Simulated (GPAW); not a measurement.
Crystal: MgS (Niningerite).

```xyz
2
Lattice="0.0000 2.6016 2.6016 2.6016 0.0000 2.6016 2.6016 2.6016 0.0000" Properties=species:S:1:pos:R:3 pbc="T T T"
S     2.6016    2.6016    2.6016
Mg    0.0000    0.0000    0.0000
```

Base run:

| Quantity | Value |
| --- | --- |
| Program | GPAW 26.7.0 |
| Functional | TB-mBJ |
| Potentials or basis | GPAW PAW data sets for LDA (gpaw-data 1.2.1) |
| Cutoff | 800 eV |
| Basis | pw |
| k mesh | 10 × 10 × 10 |
| Occupations | fermi-dirac, width 0.05 eV |
| Spin | no spin polarisation |

Its results: band gap on the k mesh 3.88 eV, indirect (least direct gap 5.09 eV).

**Question.** The run is repeated on the same cell with these changes: k mesh from 10 × 10 × 10 to 7 × 7 × 7. What comes out?

**Answer.** Band gap on the k mesh 4.09 eV, indirect (least direct gap 5.09 eV).

Caveats: a model potential gives levels but no total energy; an odd mesh through Γ misses points on the zone boundary, where band edges often lie (some runs).

Not every run made on this cell is shown here.
